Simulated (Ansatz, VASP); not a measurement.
Al: VASP beside Ansatz

File POSCAR:

```
Al
1.0
    2.8124600000      0.0000000000      0.0000000000
   -1.4062300000      2.4356600000      0.0000000000
    0.0000000000      0.0000000000      4.8668500000
Al
2
Direct
    0.6666666667      0.3333333333      0.7500000000
    0.3333333333      0.6666666667      0.2500000000
```

File INCAR.step1:

```
SYSTEM = Al
PREC     = Accurate       ! precision mode
ENCUT    = 520            ! plane-wave cutoff, eV
ISMEAR   = -1             ! smearing method
SIGMA    = 0.1            ! smearing width, eV
LREAL    = .False.        ! projectors in reciprocal space
LASPH    = .True.         ! aspherical terms in the spheres
NELM     = 80             ! most SCF steps
NBANDS   = 10             ! bands
GGA      = PE             ! functional
ALGO     = Normal         ! electronic algorithm
EDIFF    = 1E-4           ! SCF threshold, eV
LWAVE    = .True.         ! write WAVECAR
LCHARG   = .False.        ! write CHGCAR
```

The input INCAR.step2:

```
SYSTEM = Al
PREC     = Accurate       ! precision mode
ENCUT    = 520            ! plane-wave cutoff, eV
EDIFF    = 1E-6           ! SCF threshold, eV
ISMEAR   = -1             ! smearing method
SIGMA    = 0.1            ! smearing width, eV
LREAL    = .False.        ! projectors in reciprocal space
LASPH    = .True.         ! aspherical terms in the spheres
NELM     = 80             ! most SCF steps
ALGO     = Normal         ! electronic algorithm
ISIF     = 2              ! what is computed and relaxed
LWAVE    = .False.        ! write WAVECAR
LCHARG   = .False.        ! write CHGCAR
METAGGA  = R2SCAN         ! meta-GGA
LMIXTAU  = .True.       
NBANDS   = 10             ! bands
ISTART   = 1
```

The input KPOINTS:

```
regular mesh
0
Gamma
  9 9 5
  0 0 0
```

Input for Ansatz:

```yaml
crystal:
  lattice:
    - [2.81246, 0.0, 0.0]
    - [-1.40623, 2.43566, 0.0]
    - [0.0, 0.0, 4.86685]
  atoms:
    - { symbol: Al, position: [0.6666666666666666, 0.3333333333333333, 0.75] }
    - { symbol: Al, position: [0.3333333333333333, 0.6666666666666666, 0.25] }
kpoints:
  mp_grid:
    grid: [9, 9, 5]
hamiltonian:
  xc: r2scan
scf:
  convergence:
    dr2_threshold: 1.0e-07
  occupations:
    method: fermi_dirac
    width: 0.1
output:
  stress: true
```

This isn't the form of Al at room conditions, which is fcc.

Alike in both runs: task single point; functional r2SCAN; k mesh 9 × 9 × 5; occupations fermi-dirac, width 0.1 eV; no spin polarisation.

|  | VASP | Ansatz |
| --- | --- | --- |
| version | VASP 6.6.1 | Ansatz 0.2.0 |
| potentials or method | VASP PAW PBE potentials, release 64 (Al) | plane waves, PAW |
| plane-wave cutoff (eV) | 520 | 500 |
| valence electrons in the cell | 6 | 6 |

VASP gave:

| Property | Result |
| --- | --- |
| pressure (GPa) | -3.1 |
| largest component of the traceless stress (GPa) | 0.26 |

Problem. Which values does Ansatz return?

Solution. Pressure (GPa): -2.8; largest component of the traceless stress (GPa): 0.28.

The functional is the same, so the differences come from potentials, cutoffs and numerics. Ansatz warned: «stress_scf_threshold_loose».

Caveats: the PAW data sets were made with another functional, which shifts forces and pressure a little (VASP).
